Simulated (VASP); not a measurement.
# SnS (Pnma) in VASP: further runs

Aim: see how the results for SnS move with the level of theory and the settings. Levels: PBEsol, LDA. Tasks: dielectric tensor, phonons.

Everything below comes from runs of VASP 6.6.1. Logs are shortened: lines on timing, memory, paths and dates and some standing lists are left out, and cuts for length are marked.

### 1 Starting point

Symmetry: Pnma, No. 62, orthorhombic system. The conventional cell has a = 11.097 Å, b = 3.984 Å, c = 4.233 Å, α = 90.00°, β = 90.00°, γ = 90.00°. Sn (site symmetry m) has 3 S at 2.63 to 2.68 Å as nearest neighbours. Around S (site symmetry m) lie 3 Sn at 2.63 to 2.68 Å.

### 2 Dielectric tensor, PBEsol

Input file INCAR:

```
ALGO = Normal ; EDIFF = 1E-8
ENCUT = 600 ; GGA = PS
ISIF = 2 ; ISMEAR = 0
KPAR = 2 ; LASPH = True
LCHARG = False ; LEPSILON = True
LREAL = False ; LWAVE = False
NELM = 80 ; PREC = Accurate
SIGMA = 0.03
```

Input file KPOINTS:

```
k-points
0
Monkhorst-Pack
  4 10 8
```

Input file POSCAR:

```
SnS                                     
1.0
   11.0969316405      0.0000000000      0.0000000000
    0.0000000000      3.9841460347      0.0000000000
    0.0000000000      0.0000000000      4.2330003062
  Sn              S             
     4     4
Direct
     0.1185591344419646    0.2500000000000000    0.1098545268642143
     0.3814408655580354    0.7500000000000000    0.6098545268642143
     0.6185591344419645    0.2500000000000000    0.3901454731357857
     0.8814408655580355    0.7500000000000000    0.8901454731357857
     0.8533932630075693    0.2500000000000000    0.4746300483357155
     0.6466067369924307    0.7500000000000000    0.9746300483357154
     0.3533932630075692    0.2500000000000000    0.0253699516642845
     0.1466067369924308    0.7500000000000000    0.5253699516642846
```

Potentials or basis: VASP PAW PBE potentials, release 64 (Sn_d, S).

On the command line:

```bash
> cat potpaw_PBE.64/Sn_d/POTCAR potpaw_PBE.64/S/POTCAR > POTCAR
> mpirun -np 2 vasp_std > vasp.out
```

OUTCAR:

```text
EDIFF = 1E-8
   ENCUT = 600
   GGA = PS
   ISIF = 2
   ISMEAR = 0
   LASPH = True
   LEPSILON = True
   LREAL = False
   NELM = 80
   PREC = Accurate

 ion  position               nearest neighbor table
   1  0.119  0.250  0.110-   7 2.63   8 2.68   8 2.68   8 3.19   8 3.19   4 3.43   4 3.43
   2  0.381  0.750  0.610-   8 2.63   7 2.68   7 2.68   7 3.19   7 3.19   3 3.43   3 3.43
   3  0.619  0.250  0.390-   5 2.63   6 2.68   6 2.68   6 3.19   6 3.19   2 3.43   2 3.43
   4  0.881  0.750  0.890-   6 2.63   5 2.68   5 2.68   5 3.19   5 3.19   1 3.43   1 3.43
   5  0.853  0.250  0.475-   3 2.63   4 2.68   4 2.68   4 3.19   4 3.19
   6  0.647  0.750  0.975-   4 2.63   3 2.68   3 2.68   3 3.19   3 3.19
   7  0.353  0.250  0.025-   1 2.63   2 2.68   2 2.68   2 3.19   2 3.19
   8  0.147  0.750  0.525-   2 2.63   1 2.68   1 2.68   1 3.19   1 3.19

  LATTYP: Found a simple orthorhombic cell.
 ALAT       =     3.9841460347
 B/A-ratio  =     1.0624611320
 C/A-ratio  =     2.7852723128

  Lattice vectors:

 A1 = (   0.0000000000,   3.9841460347,   0.0000000000)
 A2 = (   0.0000000000,   0.0000000000,   4.2330003062)
 A3 = (  11.0969316405,   0.0000000000,   0.0000000000)

Analysis of symmetry for initial positions (statically):
=====================================================================
 Subroutine PRICEL returns:
 Original cell was already a primitive cell.

 Routine SETGRP: Setting up the symmetry group for a
 simple orthorhombic supercell.

 Subroutine GETGRP returns: Found  8 space group operations
 (whereof  2 operations were pure point group operations)
 out of a pool of  8 trial point group operations.

The static configuration has the point symmetry S_2 .
 The point group associated with its full space group is D_2h.

Analysis of symmetry for dynamics (positions and initial velocities):
=====================================================================
 Subroutine PRICEL returns:
 Original cell was already a primitive cell.

 Routine SETGRP: Setting up the symmetry group for a
 simple orthorhombic supercell.

 Subroutine GETGRP returns: Found  8 space group operations
 (whereof  2 operations were pure point group operations)
 out of a pool of  8 trial point group operations.

The dynamic configuration has the point symmetry S_2 .
 The point group associated with its full space group is D_2h.

 Subroutine INISYM returns: Found  8 space group operations
 (whereof  2 operations are pure point group operations),
 and found     1 'primitive' translations

----------------------------------------------------------------------------------------

                                     Primitive cell

  volume of cell :     187.1485

  direct lattice vectors                    reciprocal lattice vectors
    11.096931640  0.000000000  0.000000000     0.090115000  0.000000000  0.000000000
     0.000000000  3.984146035  0.000000000     0.000000000  0.250994816  0.000000000
     0.000000000  0.000000000  4.233000306     0.000000000  0.000000000  0.236239057

  length of vectors
    11.096931640  3.984146035  4.233000306     0.090115000  0.250994816  0.236239057

  position of ions in fractional coordinates (direct lattice)
     0.118559134  0.250000000  0.109854527
     0.381440866  0.750000000  0.609854527
     0.618559134  0.250000000  0.390145473
     0.881440866  0.750000000  0.890145473
     0.853393263  0.250000000  0.474630048
     0.646606737  0.750000000  0.974630048
     0.353393263  0.250000000  0.025369952
     0.146606737  0.750000000  0.525369952

  ion indices of the primitive-cell ions
   primitive index   ion index
                 1           1
                 2           2
                 3           3
                 4           4
                 5           5
                 6           6
                 7           7
[... 124 lines left out ...]
  band No.  band energies     occupation
      1     -14.7213      2.00000
      2     -14.7017      2.00000
      3     -14.6978      2.00000
      4     -14.6911      2.00000
      5     -14.6873      2.00000
      6     -14.6842      2.00000
[... 1213 lines left out ...]
     47      10.0095      0.00000
     48      10.2649      0.00000

 [... further k-points ...]

  FORCE on cell =-STRESS in cart. coord.  units (eV):
  Direction    XX          YY          ZZ          XY          YZ          ZX
  --------------------------------------------------------------------------------------
  -------------------------------------------------------------------------------------
  Total       -0.0049634      0.0332231      0.0363404      0.0000000      0.0000000      0.0000000
  in kB       -0.0424918      0.2844223      0.3111102      0.0000000      0.0000000      0.0000000
  external PRESSURE =       0.1843469 kB  Pullay stress =       0.0000000 kB

 VOLUME and BASIS-vectors are now :
 -----------------------------------------------------------------------------
  energy-cutoff  :      600.00
  volume of cell :      187.15
      direct lattice vectors                 reciprocal lattice vectors
    11.096931640  0.000000000  0.000000000     0.090115000  0.000000000  0.000000000
     0.000000000  3.984146035  0.000000000     0.000000000  0.250994816  0.000000000
     0.000000000  0.000000000  4.233000306     0.000000000  0.000000000  0.236239057

 POSITION                                       TOTAL-FORCE (eV/Angst)
 -----------------------------------------------------------------------------------
      1.31564      0.99604      0.46501        -0.002419     -0.000000      0.001087
      4.23282      2.98811      2.58151         0.002419      0.000000      0.001087
      6.86411      0.99604      1.65149        -0.002419      0.000000     -0.001087
      9.78129      2.98811      3.76799         0.002419      0.000000     -0.001087
      9.47005      0.99604      2.00911         0.000446     -0.000000      0.002084
      7.17535      2.98811      4.12561        -0.000446     -0.000000      0.002084
      3.92158      0.99604      0.10739         0.000446     -0.000000     -0.002084
      1.62688      2.98811      2.22389        -0.000446     -0.000000     -0.002084
 -----------------------------------------------------------------------------------
    total drift:                               -0.000000      0.000000     -0.000000

  FREE ENERGIE OF THE ION-ELECTRON SYSTEM (eV)
  ---------------------------------------------------
  free  energy   TOTEN  =       -38.3872164774 eV

  energy  without entropy=      -38.3872164774  energy(sigma->0) =      -38.38721648

 HEAD OF MICROSCOPIC STATIC DIELECTRIC TENSOR (INDEPENDENT PARTICLE, excluding Hartree and local field effects)
 ------------------------------------------------------
          17.345434     0.000000     0.000000
           0.000000    21.390297     0.000000
           0.000000    -0.000000    18.910286
 ------------------------------------------------------

 Free energy of the ion-electron system (eV)
  ---------------------------------------------------
  ---------------------------------------------------
  free energy    TOTEN  =        -8.40070555 eV

  energy without entropy =       -8.40070555

------------------------ aborting loop because EDIFF is reached ----------------------------------------

--------------------------------------- Ionic step        2  -------------------------------------------

------------------------ aborting loop because EDIFF is reached ----------------------------------------

--------------------------------------- Ionic step        3  -------------------------------------------

 Free energy of the ion-electron system (eV)
  ---------------------------------------------------
  ---------------------------------------------------
  free energy    TOTEN  =        -9.07753755 eV

  energy without entropy =       -9.07753755

------------------------ aborting loop because EDIFF is reached ----------------------------------------

 PIEZOELECTRIC TENSOR FIELD DIRECTION 3  (e Angst)
 -----------------------------------------------------------------------------
     0.01326  0.00000  0.00000           (  0.00000  0.00000  0.00000)
     0.00000  0.02346  0.00000           (  0.00000  0.00001  0.00000)
     0.00000  0.00000 -0.05021           (  0.00000  0.00000 -0.00000)

 PIEZOELECTRIC TENSOR FIELD DIRECTION 3  (C/m^2)
 -----------------------------------------------------------------------------
     0.00114  0.00000  0.00000
     0.00000  0.00201  0.00000
     0.00000  0.00000 -0.00430

 MACROSCOPIC STATIC DIELECTRIC TENSOR (including local field effects in DFT)
 ------------------------------------------------------
          16.401522     0.000000     0.000000
           0.000000    20.344651    -0.000000
           0.000000     0.000000    17.654169
 ------------------------------------------------------

 PIEZOELECTRIC TENSOR (including local field effects)  for field in x, y, z        (e  Angst)
          XX          YY          ZZ          XY          YZ          ZX
  --------------------------------------------------------------------------------
  x     0.00000     0.00000     0.00000     0.00000     0.00000     0.00000
  y     0.00000     0.00000     0.00000     0.00000     0.00000     0.00000
  z     0.00000     0.00000     0.00000     0.00000     0.00000     0.00000

 PIEZOELECTRIC TENSOR (including local field effects)  for field in x, y, z        (C/m^2)
          XX          YY          ZZ          XY          YZ          ZX
  --------------------------------------------------------------------------------
  x     0.00000     0.00000     0.00000     0.00000     0.00000     0.00000
  y     0.00000     0.00000     0.00000     0.00000     0.00000     0.00000
  z     0.00000     0.00000     0.00000     0.00000     0.00000     0.00000

 BORN EFFECTIVE CHARGES (including local field effects) (in |e|, cummulative output)
 ---------------------------------------------------------------------------------
 ion    1
    1     3.84723     0.00000     0.14529
    2     0.00000     4.33804     0.00000
    3    -0.56242     0.00000     3.63549
 ion    2
    1     3.84723    -0.00000    -0.14529
    2     0.00000     4.33804     0.00000
    3     0.56242     0.00000     3.63549
 ion    3
    1     3.84723     0.00000    -0.14529
    2     0.00000     4.33804     0.00000
    3     0.56242     0.00000     3.63549
 ion    4
    1     3.84723     0.00000     0.14529
    2     0.00000     4.33804     0.00000
    3    -0.56242     0.00000     3.63549
 ion    5
    1    -3.84723     0.00000    -0.64229
    2     0.00000    -4.33804     0.00000
    3    -0.50896    -0.00000    -3.63549
 ion    6
    1    -3.84723    -0.00000     0.64229
    2     0.00000    -4.33804     0.00000
    3     0.50896    -0.00000    -3.63549
 ion    7
    1    -3.84723    -0.00000     0.64229
    2     0.00000    -4.33804     0.00000
    3     0.50896     0.00000    -3.63549
 ion    8
    1    -3.84723     0.00000    -0.64229
    2     0.00000    -4.33804     0.00000
    3    -0.50896     0.00000    -3.63549
```

Wall time 49 min (2 MPI ranks of Intel Xeon Platinum 8488C (Sapphire Rapids), shared host); peak memory 1.2 GiB.

What came out:

| Property | Result |
| --- | --- |
| Electronic dielectric tensor (diagonal) | 16.40, 20.34, 17.65 |
| Born charges (mean of the diagonal) | Sn +3.94; S -3.94 e |

Electronic dielectric tensor:
```
16.40  0.00  0.00
 0.00 20.34  0.00
 0.00  0.00 17.65
```

Born effective charge tensors (e):
atom 1, Sn
```
 3.85  0.00  0.15
 0.00  4.34  0.00
-0.56  0.00  3.64
```
atom 2, Sn
```
 3.85  0.00 -0.15
 0.00  4.34  0.00
 0.56  0.00  3.64
```
atom 3, Sn
```
 3.85  0.00 -0.15
 0.00  4.34  0.00
 0.56  0.00  3.64
```
atom 4, Sn
```
 3.85  0.00  0.15
 0.00  4.34  0.00
-0.56  0.00  3.64
```
atom 5, S
```
-3.85  0.00 -0.64
 0.00 -4.34  0.00
-0.51  0.00 -3.64
```
atom 6, S
```
-3.85  0.00  0.64
 0.00 -4.34  0.00
 0.51  0.00 -3.64
```
atom 7, S
```
-3.85  0.00  0.64
 0.00 -4.34  0.00
 0.51  0.00 -3.64
```
atom 8, S
```
-3.85  0.00 -0.64
 0.00 -4.34  0.00
-0.51  0.00 -3.64
```

Caveat: the PAW data sets were made with another functional, which shifts forces and pressure a little.

### 3 Phonons, LDA

This run uses another cell than the first one, of 22.69 Å³/atom, 0.970 times its volume.

Input file POSCAR:

```
SnS
1.0
   10.9710924967      0.0000000000      0.0000000000
    0.0000000000      3.9532880331      0.0000000000
    0.0000000000     -0.0000000000      4.1858959941
  Sn              S
     4     4
Direct
     0.1175939769901106    0.2500000000000000    0.1092327725978405
     0.3824060230098894    0.7500000000000000    0.6092327725978406
     0.6175939769901106    0.2500000000000000    0.3907672274021595
     0.8824060230098894    0.7500000000000000    0.8907672274021594
     0.8539704413135398    0.2500000000000000    0.4733150603285274
     0.6460295586864602    0.7500000000000000    0.9733150603285273
     0.3539704413135397    0.2500000000000000    0.0266849396714727
     0.1460295586864603    0.7500000000000000    0.5266849396714727
```

Input file INCAR.step1:

```
PREC = Accurate
ENCUT = 600
EDIFF = 1E-8
ISMEAR = 0
SIGMA = 0.03
LREAL = F
LASPH = T
NELM = 80
ALGO = Fast
ISIF = 3
LWAVE = F
LCHARG = F
GGA = CA
KPAR = 2
IBRION = 2
NSW = 40
EDIFFG = -0.002
```

Input file INCAR.step2:

```
PREC = Accurate
ENCUT = 600
EDIFF = 1E-8
ISMEAR = 0
SIGMA = 0.03
LREAL = F
LASPH = T
NELM = 80
ALGO = Fast
ISIF = 2
LWAVE = F
LCHARG = F
GGA = CA
KPAR = 2
IBRION = 6
NFREE = 2
POTIM = 0.015
NSW = 1
```

Input file KPOINTS:

```
regular mesh
0
Gamma
  4 8 6
```

Potentials or basis: VASP PAW LDA potentials, release 64 (Sn_d, S).

On the command line:

```bash
> cat potpaw_LDA.64/Sn_d/POTCAR potpaw_LDA.64/S/POTCAR > POTCAR
> cp INCAR.step1 INCAR
> mpirun -np 2 vasp_std > vasp.out
> cp CONTCAR POSCAR
> cp INCAR.step2 INCAR
> mpirun -np 2 vasp_std > vasp.out
```

OUTCAR:

```text
PREC = Accurate
   ENCUT = 600
   EDIFF = 1E-8
   ISMEAR = 0
   LREAL = F
   LASPH = T
   NELM = 80
   ISIF = 2
   GGA = CA
   IBRION = 6
   NFREE = 2
   POTIM = 0.015
   NSW = 1

 ion  position               nearest neighbor table
   1  0.118  0.250  0.108-   7 2.62   8 2.66   8 2.66   8 3.15   8 3.15   5 3.27   4 3.38   4 3.38

   2  0.382  0.750  0.608-   8 2.62   7 2.66   7 2.66   7 3.15   7 3.15   6 3.27   3 3.38   3 3.38

   3  0.618  0.250  0.392-   5 2.62   6 2.66   6 2.66   6 3.15   6 3.15   7 3.27   2 3.38   2 3.38

   4  0.882  0.750  0.892-   6 2.62   5 2.66   5 2.66   5 3.15   5 3.15   8 3.27   1 3.38   1 3.38

   5  0.854  0.250  0.474-   3 2.62   4 2.66   4 2.66   4 3.15   4 3.15   1 3.27
   6  0.646  0.750  0.974-   4 2.62   3 2.66   3 2.66   3 3.15   3 3.15   2 3.27
   7  0.354  0.250  0.026-   1 2.62   2 2.66   2 2.66   2 3.15   2 3.15   3 3.27
   8  0.146  0.750  0.526-   2 2.62   1 2.66   1 2.66   1 3.15   1 3.15   4 3.27

  LATTYP: Found a simple orthorhombic cell.
[... 1701 lines left out ...]
  --------------------------------------------------------------------------------
  x     8.51195     2.97281     3.54181     0.00000     0.00000    -0.43832
  y    -0.00000    -0.00000    -0.00000     0.48022     2.92258     0.00000
  z     0.33501     3.18915     6.36140     0.00000     0.00000     1.71063

 INTERNAL STRAIN TENSOR FOR ION    8 for displacements in x,y,z  (eV/Angst):
          X           Y           Z          XY          YZ          ZX
  --------------------------------------------------------------------------------
  x     9.08895     0.12383    -0.27582     0.00000     0.00000     0.66349
  y     0.00000    -0.00000     0.00000     1.07681    -3.76727     0.00000
  z     1.09125    -3.65525    -5.58799     0.00000     0.00000     0.33764

 Eigenvectors and eigenvalues of the dynamical matrix
 ----------------------------------------------------

   1 f  =    8.283837 THz    52.048882 2PiTHz  276.319057 cm-1    34.259181 meV
             X         Y         Z           dx          dy          dz
      1.292856  0.988283  0.453845    -0.210557    0.000000   -0.029139
      4.195700  2.964848  2.546334    -0.210557   -0.000000    0.029139
      6.781411  0.988283  1.638643     0.210557    0.000000   -0.029139
      9.684255  2.964848  3.731132     0.210557   -0.000000    0.029139
      9.374475  0.988283  1.982912    -0.444039    0.000000   -0.087442
      7.091191  2.964848  4.075400    -0.444039   -0.000000    0.087442
      3.885920  0.988283  0.109577     0.444039    0.000000   -0.087442
      1.602635  2.964848  2.202066     0.444039   -0.000000    0.087442
[... 243 lines left out ...]
  24 f/i=    0.006256 THz     0.039305 2PiTHz    0.208663 cm-1     0.025871 meV
             X         Y         Z           dx          dy          dz
      1.292856  0.988283  0.453845    -0.000330   -0.000000   -0.443366
      4.195700  2.964848  2.546334     0.000330   -0.000000   -0.443366
      6.781411  0.988283  1.638643     0.000330   -0.000000   -0.443366
      9.684255  2.964848  3.731132    -0.000330   -0.000000   -0.443366
      9.374475  0.988283  1.982912     0.000179   -0.000000   -0.231142
      7.091191  2.964848  4.075400    -0.000179   -0.000000   -0.231142
      3.885920  0.988283  0.109577    -0.000179   -0.000000   -0.231142
      1.602635  2.964848  2.202066     0.000179   -0.000000   -0.231142

 ELASTIC MODULI CONTR FROM IONIC RELAXATION (kBar)
 Direction    XX          YY          ZZ          XY          YZ          ZX
 --------------------------------------------------------------------------------
 XX        -681.8019    -53.7439     -5.9073      0.0000      0.0000      0.0000
 YY         -53.7439   -156.3941   -240.4027      0.0000     -0.0000     -0.0000
 ZZ          -5.9073   -240.4027   -498.6436      0.0000     -0.0000     -0.0000
 XY           0.0000      0.0000      0.0000    -22.1892      0.0000      0.0000
 YZ           0.0000     -0.0000     -0.0000      0.0000   -190.8396      0.0000
 ZX           0.0000     -0.0000     -0.0000      0.0000      0.0000    -46.1815
 --------------------------------------------------------------------------------
```

OSZICAR.step1:

```text
N       E                     dE             d eps       ncg     rms          rms(c)
DAV:   1     0.961223763120E+03    0.96122E+03   -0.40479E+04  6280   0.250E+03
DAV:   2     0.136593104664E+03   -0.82463E+03   -0.79979E+03  5768   0.718E+02
DAV:   3    -0.289794501428E+02   -0.16557E+03   -0.15824E+03  6848   0.231E+02
[... 128 lines left out ...]
RMM:   3    -0.405044111477E+02   -0.44068E-06   -0.25339E-05  6554   0.410E-02    0.186E-03
RMM:   4    -0.405044130183E+02   -0.18706E-05   -0.19701E-05  8577   0.241E-02    0.557E-03
RMM:   5    -0.405044130741E+02   -0.55750E-07   -0.59783E-07  7121   0.552E-03    0.465E-03
RMM:   6    -0.405044131323E+02   -0.58275E-07   -0.38508E-07  6981   0.369E-03    0.204E-03
RMM:   7    -0.405044130616E+02    0.70757E-07   -0.29786E-07  6479   0.461E-03    0.131E-03
RMM:   8    -0.405044130659E+02   -0.43001E-08   -0.41605E-08  4723   0.121E-03
  13 F= -.40504413E+02 E0= -.40504413E+02  d E =-.251488E-05
```

Wall time 79 min (2 MPI ranks of Intel Xeon Platinum 8559C (Emerald Rapids), shared host); peak memory 1.3 GiB.

What came out:

| Quantity | Value |
| --- | --- |
| Highest phonon frequency at Γ, LO-TO splitting left out | 276 cm⁻¹ |

Phonon frequencies in cm⁻¹ (negative: imaginary):
| q point | frequencies |
| --- | --- |
| (0.000, 0.000, 0.000) | 0 0 0 40 50 55 65 68 71 80 94 98 138 162 173 181 189 192 208 211 221 226 226 276 |
